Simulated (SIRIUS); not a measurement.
# Si (Pm-3m) in SIRIUS: equation of state, part 2 of 2

SIRIUS 7.12.0. The steps go on from the part before.

## 4. Equation of state, PBE, 15.91 Å³/atom (volume scaled by 0.98)

Input file sirius.json:

```json
{
  "control": {
    "processing_unit": "cpu",
    "std_evp_solver_name": "lapack",
    "gen_evp_solver_name": "lapack",
    "verbosity": 2,
    "print_forces": false,
    "ortho_rf": true,
    "use_second_variation": true,
    "rmt_max": 3.0,
    "num_bands_to_print": 12,
    "save_wf": true
  },
  "parameters": {
    "electronic_structure_method": "full_potential_lapwlo",
    "xc_functionals": ["XC_GGA_X_PBE", "XC_GGA_C_PBE"],
    "core_relativity": "dirac",
    "valence_relativity": "iora",
    "num_fv_states": 12,
    "smearing": "fermi_dirac",
    "smearing_width": 0.0018374661,
    "pw_cutoff": 20,
    "gk_cutoff": 3.41,
    "lmax_apw": 10,
    "lmax_rho": 8,
    "lmax_pot": 8,
    "num_mag_dims": 0,
    "auto_rmt": 0,
    "ngridk": [10, 10, 10],
    "shiftk": [0, 0, 0],
    "num_dft_iter": 80,
    "energy_tol": 1e-07,
    "density_tol": 1e-05,
    "use_symmetry": true
  },
  "settings": {"tol_ne": 1e-10},
  "iterative_solver": {"type": "exact"},
  "mixer": {"type": "anderson", "beta": 0.5, "max_history": 8},
  "unit_cell": {
    "lattice_vectors": [[4.7528793933, 0.0, 0.0], [0.0, 4.7528793933, 0.0], [0.0, 0.0, 4.7528793933]],
    "atom_types": ["Si"],
    "atom_files": {"Si": "Si.json"},
    "atoms": {"Si": [[0.5, 0.5, 0.5]]}
  }
}
```

Input file Si.json:

```json
{
  "name": "silicon",
  "symbol": "Si",
  "number": 14,
  "mass": 28.0855,
  "rmin": 1e-06,
  "rmt": 2.29,
  "nrmt": 800,
  "rinf": 17.42,
  "core": "1s",
  "valence": [
    {"basis": [{"enu": 0.11, "dme": 0, "n": 0, "auto": 0}, {"enu": 0.11, "dme": 1, "n": 0, "auto": 0}]},
    {"l": 0, "n": 1, "basis": [{"enu": 0.1367, "dme": 0, "n": 0, "auto": 0}]},
    {"l": 1, "n": 2, "basis": [{"enu": 0.21, "dme": 0, "n": 0, "auto": 0}]},
    {"l": 2, "n": 3, "basis": [{"enu": 0.21, "dme": 0, "n": 0, "auto": 0}]},
    {"l": 3, "n": 4, "basis": [{"enu": 0.21, "dme": 0, "n": 0, "auto": 0}]}
  ],
  "lo": [
    {
      "l": 0,
      "basis": [{"enu": 0.1367, "dme": 0, "n": 0, "auto": 0}, {"enu": 0.1367, "dme": 1, "n": 0, "auto": 0}]
    },
    {
      "l": 0,
      "basis": [{"enu": -4.7307, "dme": 0, "n": 2, "auto": 1}, {"enu": -4.7307, "dme": 1, "n": 2, "auto": 1}]
    },
    {
      "l": 0,
      "basis": [{"enu": -4.7307, "dme": 1, "n": 2, "auto": 1}, {"enu": 0.1367, "dme": 0, "n": 0, "auto": 0}]
    },
    {
      "l": 0,
      "basis": [{"enu": 0.1367, "dme": 0, "n": 0, "auto": 0}, {"enu": 3.1878, "dme": 0, "n": 0, "auto": 0}]
    },
    {"l": 1, "basis": [{"enu": 0.21, "dme": 0, "n": 0, "auto": 0}, {"enu": 0.21, "dme": 1, "n": 0, "auto": 0}]},
    {
      "l": 1,
      "basis": [{"enu": -3.1498, "dme": 0, "n": 2, "auto": 1}, {"enu": -3.1498, "dme": 1, "n": 2, "auto": 1}]
    },
    {
      "l": 1,
      "basis": [{"enu": -3.1498, "dme": 1, "n": 2, "auto": 1}, {"enu": 0.21, "dme": 0, "n": 0, "auto": 0}]
    },
    {"l": 1, "basis": [{"enu": 0.21, "dme": 0, "n": 0, "auto": 0}, {"enu": 3.7187, "dme": 0, "n": 0, "auto": 0}]},
    {"l": 2, "basis": [{"enu": 0.21, "dme": 0, "n": 0, "auto": 0}, {"enu": 0.21, "dme": 1, "n": 0, "auto": 0}]},
    {"l": 2, "basis": [{"enu": 0.21, "dme": 1, "n": 0, "auto": 0}, {"enu": 0.21, "dme": 2, "n": 0, "auto": 0}]},
    {"l": 2, "basis": [{"enu": 0.21, "dme": 0, "n": 0, "auto": 0}, {"enu": 3.1848, "dme": 0, "n": 0, "auto": 0}]},
    {"l": 3, "basis": [{"enu": 0.21, "dme": 0, "n": 0, "auto": 0}, {"enu": 0.21, "dme": 1, "n": 0, "auto": 0}]}
  ],
  "free_atom": [... radial grid and density of the free atom, the start of the SCF ...]
}
```

Input file sirius_start.json:

```json
{
  "control": {
    "processing_unit": "cpu",
    "std_evp_solver_name": "lapack",
    "gen_evp_solver_name": "lapack",
    "verbosity": 1,
    "print_forces": false,
    "ortho_rf": true,
    "use_second_variation": true,
    "rmt_max": 3.0,
    "num_bands_to_print": 12,
    "save_wf": false
  },
  "parameters": {
    "electronic_structure_method": "full_potential_lapwlo",
    "xc_functionals": ["XC_LDA_X", "XC_LDA_C_PW"],
    "core_relativity": "dirac",
    "valence_relativity": "iora",
    "num_fv_states": 12,
    "smearing": "fermi_dirac",
    "smearing_width": 0.0055123983,
    "pw_cutoff": 20,
    "gk_cutoff": 2.72,
    "lmax_apw": 10,
    "lmax_rho": 8,
    "lmax_pot": 8,
    "num_mag_dims": 0,
    "auto_rmt": 0,
    "ngridk": [4, 4, 4],
    "shiftk": [0, 0, 0],
    "num_dft_iter": 30,
    "energy_tol": 0.01,
    "density_tol": 0.05,
    "use_symmetry": true
  },
  "settings": {"tol_ne": 1e-10},
  "iterative_solver": {"type": "exact"},
  "mixer": {"type": "anderson", "beta": 0.5, "max_history": 8},
  "unit_cell": {
    "lattice_vectors": [[4.7528793933, 0.0, 0.0], [0.0, 4.7528793933, 0.0], [0.0, 0.0, 4.7528793933]],
    "atom_types": ["Si"],
    "atom_files": {"Si": "Si.json"},
    "atoms": {"Si": [[0.5, 0.5, 0.5]]}
  }
}
```

Command:

```bash
$ OMP_NUM_THREADS=1 sirius.scf --input=sirius_start.json --output=start.json
$ OMP_NUM_THREADS=1 sirius.scf --input=sirius.json --output=output.json --task=1
```

Run time: 13 s. Hardware: 1 thread of Arm Neoverse V1, shared host; peak memory 0.27 GiB.

Results (log left out):

```yaml
Free_energy: -7891.9561 eV
Band_gap_on_the_k_mesh: none (metal or under the smearing width)
All_electrons_inside_the_program's_atomic_spheres: Si 12.47 (radii Si 2.29 bohr)
```

## 5. Equation of state, PBE, 16.56 Å³/atom (volume scaled by 1.02)

sirius.json, as its differences from that of step 4:

```diff
@@ -39,3 +39,3 @@
   "unit_cell": {
-    "lattice_vectors": [[4.7528793933, 0.0, 0.0], [0.0, 4.7528793933, 0.0], [0.0, 0.0, 4.7528793933]],
+    "lattice_vectors": [[4.8166840457, 0.0, 0.0], [0.0, 4.8166840457, 0.0], [0.0, 0.0, 4.8166840457]],
     "atom_types": ["Si"],
```

Input file Si.json:

```json
{
  "name": "silicon",
  "symbol": "Si",
  "number": 14,
  "mass": 28.0855,
  "rmin": 1e-06,
  "rmt": 2.29,
  "nrmt": 800,
  "rinf": 17.42,
  "core": "1s",
  "valence": [
    {"basis": [{"enu": 0.09, "dme": 0, "n": 0, "auto": 0}, {"enu": 0.09, "dme": 1, "n": 0, "auto": 0}]},
    {"l": 0, "n": 1, "basis": [{"enu": 0.1167, "dme": 0, "n": 0, "auto": 0}]},
    {"l": 1, "n": 2, "basis": [{"enu": 0.19, "dme": 0, "n": 0, "auto": 0}]},
    {"l": 2, "n": 3, "basis": [{"enu": 0.19, "dme": 0, "n": 0, "auto": 0}]},
    {"l": 3, "n": 4, "basis": [{"enu": 0.19, "dme": 0, "n": 0, "auto": 0}]}
  ],
  "lo": [
    {
      "l": 0,
      "basis": [{"enu": 0.1167, "dme": 0, "n": 0, "auto": 0}, {"enu": 0.1167, "dme": 1, "n": 0, "auto": 0}]
    },
    {
      "l": 0,
      "basis": [{"enu": -4.7507, "dme": 0, "n": 2, "auto": 1}, {"enu": -4.7507, "dme": 1, "n": 2, "auto": 1}]
    },
    {
      "l": 0,
      "basis": [{"enu": -4.7507, "dme": 1, "n": 2, "auto": 1}, {"enu": 0.1167, "dme": 0, "n": 0, "auto": 0}]
    },
    {
      "l": 0,
      "basis": [{"enu": 0.1167, "dme": 0, "n": 0, "auto": 0}, {"enu": 3.1678, "dme": 0, "n": 0, "auto": 0}]
    },
    {"l": 1, "basis": [{"enu": 0.19, "dme": 0, "n": 0, "auto": 0}, {"enu": 0.19, "dme": 1, "n": 0, "auto": 0}]},
    {
      "l": 1,
      "basis": [{"enu": -3.1698, "dme": 0, "n": 2, "auto": 1}, {"enu": -3.1698, "dme": 1, "n": 2, "auto": 1}]
    },
    {
      "l": 1,
      "basis": [{"enu": -3.1698, "dme": 1, "n": 2, "auto": 1}, {"enu": 0.19, "dme": 0, "n": 0, "auto": 0}]
    },
    {"l": 1, "basis": [{"enu": 0.19, "dme": 0, "n": 0, "auto": 0}, {"enu": 3.6987, "dme": 0, "n": 0, "auto": 0}]},
    {"l": 2, "basis": [{"enu": 0.19, "dme": 0, "n": 0, "auto": 0}, {"enu": 0.19, "dme": 1, "n": 0, "auto": 0}]},
    {"l": 2, "basis": [{"enu": 0.19, "dme": 1, "n": 0, "auto": 0}, {"enu": 0.19, "dme": 2, "n": 0, "auto": 0}]},
    {"l": 2, "basis": [{"enu": 0.19, "dme": 0, "n": 0, "auto": 0}, {"enu": 3.1648, "dme": 0, "n": 0, "auto": 0}]},
    {"l": 3, "basis": [{"enu": 0.19, "dme": 0, "n": 0, "auto": 0}, {"enu": 0.19, "dme": 1, "n": 0, "auto": 0}]}
  ],
  "free_atom": [... radial grid and density of the free atom, the start of the SCF ...]
}
```

sirius_start.json, as its differences from that of step 4:

```diff
@@ -39,3 +39,3 @@
   "unit_cell": {
-    "lattice_vectors": [[4.7528793933, 0.0, 0.0], [0.0, 4.7528793933, 0.0], [0.0, 0.0, 4.7528793933]],
+    "lattice_vectors": [[4.8166840457, 0.0, 0.0], [0.0, 4.8166840457, 0.0], [0.0, 0.0, 4.8166840457]],
     "atom_types": ["Si"],
```

Command:

```bash
$ OMP_NUM_THREADS=1 sirius.scf --input=sirius_start.json --output=start.json
$ OMP_NUM_THREADS=1 sirius.scf --input=sirius.json --output=output.json --task=1
```

It took 13 s on 1 thread of Arm Neoverse V1, shared host; peak memory 0.28 GiB.

The run converged. Its results:

- Free energy: -7891.9573 eV
- Band gap on the k mesh: none (metal or under the smearing width)
- All electrons inside the program's atomic spheres: Si 12.42 (radii Si 2.29 bohr)

## 6. Equation of state, PBE, 16.88 Å³/atom (volume scaled by 1.04)

sirius.json, as its differences from that of step 5:

```diff
@@ -39,3 +39,3 @@
   "unit_cell": {
-    "lattice_vectors": [[4.8166840457, 0.0, 0.0], [0.0, 4.8166840457, 0.0], [0.0, 0.0, 4.8166840457]],
+    "lattice_vectors": [[4.8479620912, 0.0, 0.0], [0.0, 4.8479620912, 0.0], [0.0, 0.0, 4.8479620912]],
     "atom_types": ["Si"],
```

Si.json is that of step 5.

sirius_start.json, as its differences from that of step 5:

```diff
@@ -39,3 +39,3 @@
   "unit_cell": {
-    "lattice_vectors": [[4.8166840457, 0.0, 0.0], [0.0, 4.8166840457, 0.0], [0.0, 0.0, 4.8166840457]],
+    "lattice_vectors": [[4.8479620912, 0.0, 0.0], [0.0, 4.8479620912, 0.0], [0.0, 0.0, 4.8479620912]],
     "atom_types": ["Si"],
```

Potentials or basis: all-electron FP-LAPW, apw+lo standard.

Command:

```bash
$ OMP_NUM_THREADS=1 sirius.scf --input=sirius_start.json --output=start.json
$ OMP_NUM_THREADS=1 sirius.scf --input=sirius.json --output=output.json --task=1
```

Wall time 13 s (1 thread of Arm Neoverse V1, shared host); peak memory 0.28 GiB.

The run converged. Its results:

```yaml
Free_energy: -7891.9521 eV
Band_gap_on_the_k_mesh: none (metal or under the smearing width)
All_electrons_inside_the_program's_atomic_spheres: Si 12.39 (radii Si 2.29 bohr)
```

## 7. Equation of state, PBE, 17.21 Å³/atom (volume scaled by 1.06)

sirius.json, as its differences from that of step 6:

```diff
@@ -39,3 +39,3 @@
   "unit_cell": {
-    "lattice_vectors": [[4.8479620912, 0.0, 0.0], [0.0, 4.8479620912, 0.0], [0.0, 0.0, 4.8479620912]],
+    "lattice_vectors": [[4.8788416633, 0.0, 0.0], [0.0, 4.8788416633, 0.0], [0.0, 0.0, 4.8788416633]],
     "atom_types": ["Si"],
```

Input file Si.json:

```json
{
  "name": "silicon",
  "symbol": "Si",
  "number": 14,
  "mass": 28.0855,
  "rmin": 1e-06,
  "rmt": 2.29,
  "nrmt": 800,
  "rinf": 17.42,
  "core": "1s",
  "valence": [
    {"basis": [{"enu": 0.08, "dme": 0, "n": 0, "auto": 0}, {"enu": 0.08, "dme": 1, "n": 0, "auto": 0}]},
    {"l": 0, "n": 1, "basis": [{"enu": 0.1068, "dme": 0, "n": 0, "auto": 0}]},
    {"l": 1, "n": 2, "basis": [{"enu": 0.18, "dme": 0, "n": 0, "auto": 0}]},
    {"l": 2, "n": 3, "basis": [{"enu": 0.18, "dme": 0, "n": 0, "auto": 0}]},
    {"l": 3, "n": 4, "basis": [{"enu": 0.18, "dme": 0, "n": 0, "auto": 0}]}
  ],
  "lo": [
    {
      "l": 0,
      "basis": [{"enu": 0.1068, "dme": 0, "n": 0, "auto": 0}, {"enu": 0.1068, "dme": 1, "n": 0, "auto": 0}]
    },
    {
      "l": 0,
      "basis": [{"enu": -4.7607, "dme": 0, "n": 2, "auto": 1}, {"enu": -4.7607, "dme": 1, "n": 2, "auto": 1}]
    },
    {
      "l": 0,
      "basis": [{"enu": -4.7607, "dme": 1, "n": 2, "auto": 1}, {"enu": 0.1068, "dme": 0, "n": 0, "auto": 0}]
    },
    {
      "l": 0,
      "basis": [{"enu": 0.1068, "dme": 0, "n": 0, "auto": 0}, {"enu": 3.1578, "dme": 0, "n": 0, "auto": 0}]
    },
    {"l": 1, "basis": [{"enu": 0.18, "dme": 0, "n": 0, "auto": 0}, {"enu": 0.18, "dme": 1, "n": 0, "auto": 0}]},
    {
      "l": 1,
      "basis": [{"enu": -3.1798, "dme": 0, "n": 2, "auto": 1}, {"enu": -3.1798, "dme": 1, "n": 2, "auto": 1}]
    },
    {
      "l": 1,
      "basis": [{"enu": -3.1798, "dme": 1, "n": 2, "auto": 1}, {"enu": 0.18, "dme": 0, "n": 0, "auto": 0}]
    },
    {"l": 1, "basis": [{"enu": 0.18, "dme": 0, "n": 0, "auto": 0}, {"enu": 3.6887, "dme": 0, "n": 0, "auto": 0}]},
    {"l": 2, "basis": [{"enu": 0.18, "dme": 0, "n": 0, "auto": 0}, {"enu": 0.18, "dme": 1, "n": 0, "auto": 0}]},
    {"l": 2, "basis": [{"enu": 0.18, "dme": 1, "n": 0, "auto": 0}, {"enu": 0.18, "dme": 2, "n": 0, "auto": 0}]},
    {"l": 2, "basis": [{"enu": 0.18, "dme": 0, "n": 0, "auto": 0}, {"enu": 3.1548, "dme": 0, "n": 0, "auto": 0}]},
    {"l": 3, "basis": [{"enu": 0.18, "dme": 0, "n": 0, "auto": 0}, {"enu": 0.18, "dme": 1, "n": 0, "auto": 0}]}
  ],
  "free_atom": [... radial grid and density of the free atom, the start of the SCF ...]
}
```

sirius_start.json, as its differences from that of step 6:

```diff
@@ -39,3 +39,3 @@
   "unit_cell": {
-    "lattice_vectors": [[4.8479620912, 0.0, 0.0], [0.0, 4.8479620912, 0.0], [0.0, 0.0, 4.8479620912]],
+    "lattice_vectors": [[4.8788416633, 0.0, 0.0], [0.0, 4.8788416633, 0.0], [0.0, 0.0, 4.8788416633]],
     "atom_types": ["Si"],
```

Command:

```bash
$ OMP_NUM_THREADS=1 sirius.scf --input=sirius_start.json --output=start.json
$ OMP_NUM_THREADS=1 sirius.scf --input=sirius.json --output=output.json --task=1
```

Wall time 13 s (1 thread of Arm Neoverse V1, shared host); peak memory 0.28 GiB.

It converged, with:

- Free energy: -7891.9433 eV
- Band gap on the k mesh: none (metal or under the smearing width)
- All electrons inside the program's atomic spheres: Si 12.37 (radii Si 2.29 bohr)

## 8. Equation of state, PBE

Potentials or basis: all-electron FP-LAPW, apw+lo standard.

No new run: the results of the series are fitted here.

What came out:

```yaml
Equilibrium_volume: 16.28 Å³/atom
Bulk_modulus: 103 GPa
Pressure_derivative_of_the_bulk_modulus: 4.5
```

Energy against volume, from the lowest point:
| volume (Å³/atom) | energy (meV/atom) |
| --- | --- |
| 15.261 | 22.89 |
| 15.585 | 10.16 |
| 15.910 | 2.70 |
| 16.235 | 0.00 |
| 16.560 | 1.50 |
| 16.884 | 6.79 |
| 17.209 | 15.51 |
